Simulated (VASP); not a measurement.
Write the native input for VASP 6.6.1 that does the following.

| Quantity | Value |
| --- | --- |
| Task | density of states |
| Functional | PBE |
| Potentials or basis | VASP PAW PBE potentials, release 64 (W_sv, C) |
| Cutoff | 520 eV |
| k mesh | 4 × 8 × 6 |
| Occupations | methfessel-paxton, width 0.214 eV |
| Spin | collinear spin, typed start |
| Starting moments | [1.0, 1.0, 0.0, 0.0] μB |
| Dipole correction | no |
| k mesh for the DOS | 6 × 12 × 9 |
| Further INCAR settings | ALGO = Normal; EDIFF = 1e-06; ISYM = 0 |

Crystal: WC.

```
W C
1.0
     5.79599    0.00000    0.00000
    -1.44900    2.50973    0.00000
     0.00000    0.00000    2.82830
W C
2 2
Direct
  0.00000 0.00000 0.00000
  0.50000 0.00000 0.00000
  0.33333 0.33333 0.50000
  0.83334 0.33333 0.50000
```

One way to write it, as run:

POSCAR

```
WC
1.0
    5.7959867700      0.0000000000      0.0000000000
   -1.4489966900      2.5097330600      0.0000000000
    0.0000000000      0.0000000000      2.8282979600
W C
2 2
Direct
    0.0000000000      0.0000000000      0.0000000000
    0.5000000000      0.0000000000      0.0000000000
    0.3333350000      0.3333300000      0.5000000000
    0.8333350000      0.3333300000      0.5000000000
```

INCAR.step1

```
SYSTEM = WC
ALGO = Normal
EDIFF = 1E-6
ENCUT = 520
GGA = PE
ISIF = 2
ISMEAR = 1
ISPIN = 2
ISYM = 0
LASPH = .TRUE.
LCHARG = .TRUE.
LMAXMIX = 4
LREAL = .FALSE.
LWAVE = .FALSE.
MAGMOM = 1 1 0 0
NBANDS = 30
NELM = 150
PREC = Accurate
SIGMA = 0.214
```

KPOINTS.step1

```
k-points
0
G
  4 8 6
  0 0 0
```

INCAR.step2

```
SYSTEM = WC
ALGO = Normal
EDIFF = 1E-6
ENCUT = 520
GGA = PE
ICHARG = 11
ISIF = 2
ISMEAR = -5
ISPIN = 2
ISYM = 0
LASPH = .TRUE.
LCHARG = .FALSE.
LMAXMIX = 4
LORBIT = 10
LREAL = .FALSE.
LWAVE = .FALSE.
MAGMOM = 1 1 0 0
NEDOS = 2001
NELM = 150
PREC = Accurate
SIGMA = 0.214
```

KPOINTS.step2

```
k-points
0
G
  6 12 9
  0 0 0
```

Potentials or basis: VASP PAW PBE potentials, release 64 (W_sv, C).

Run with:

```sh
$ cat potpaw_PBE.64/W_sv/POTCAR potpaw_PBE.64/C/POTCAR > POTCAR
$ cp INCAR.step1 INCAR
$ cp KPOINTS.step1 KPOINTS
$ mpirun -np 1 vasp_std > vasp.out
$ cp INCAR.step2 INCAR
$ cp KPOINTS.step2 KPOINTS
$ mpirun -np 1 vasp_std > vasp.out
```

Results of the run:

```yaml
Net_moment: 0.00 μB per cell
Valence_electrons_inside_the_program's_atomic_spheres: W 12.19; C 2.44
```

Caveat: the k mesh is coarse (spacing up to 0.37 Å⁻¹), so the values aren't converged.

Run time: 5.2 min on 1 thread of Intel(R) Xeon(R) Platinum 8488C (Sapphire Rapids), with other jobs on the host, peak memory 0.52 GiB.
